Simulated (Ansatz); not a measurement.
`BC(C)B[SiH3]` + `N=C(N)O` → `N=C(N)O[SiH3]` + `BC(B)C`  (cleavage of the Si–B bond)

Program: Ansatz. Geometries: PBE0-D4/def2-TZVP. ΔE: electronic, gas phase. CBS: MP2 limit from def2 TZ/QZ plus the TZ coupled-cluster correction, frozen cores. DFT in def2-TZVPP. B3LYP here is the variant with VWN-RPA as its local correlation; programs differ in this. Each species was taken in one conformer, which may not be the lowest.

| level | ΔE (kJ/mol) | difference from CCSD(T)/CBS |
| --- | --- | --- |
| PBE-D4 | -72.7 | 23.0 |
| r2SCAN-D4 | -88.9 | 6.8 |
| B3LYP-D4 | -96.3 | -0.6 |
| PBE | -73.1 | 22.6 |
| HF/def2-TZVPP | -118.6 | -22.9 |
| MP2/def2-TZVPP | -102.3 | -6.6 |
| CCSD/def2-TZVPP | -97.5 | -1.8 |
| HF/def2-QZVPP | -120.6 | -24.9 |
| SCS-MP2/def2-QZVPP | -107.1 | -11.4 |
| HF/CBS(def2) | -120.9 | -25.2 |
| CCSD(T)/CBS | -95.7 | 0 |

Largest T1 diagnostic among the species: 0.013.

In def2-TZVPP, CCSD(T) changes the Hartree–Fock value by +23.7 kJ/mol (the triples alone add +2.6 kJ/mol) and MP2 by +16.3 kJ/mol. From PBE to PBE0 (25 % exact exchange), in def2-TZVPP and without D4, ΔE moves by −6.7 kJ/mol.

CCSD(T)/CBS has its own doubt, a few kJ/mol and more with outer-core shells, so smaller differences from it don't rank the levels.
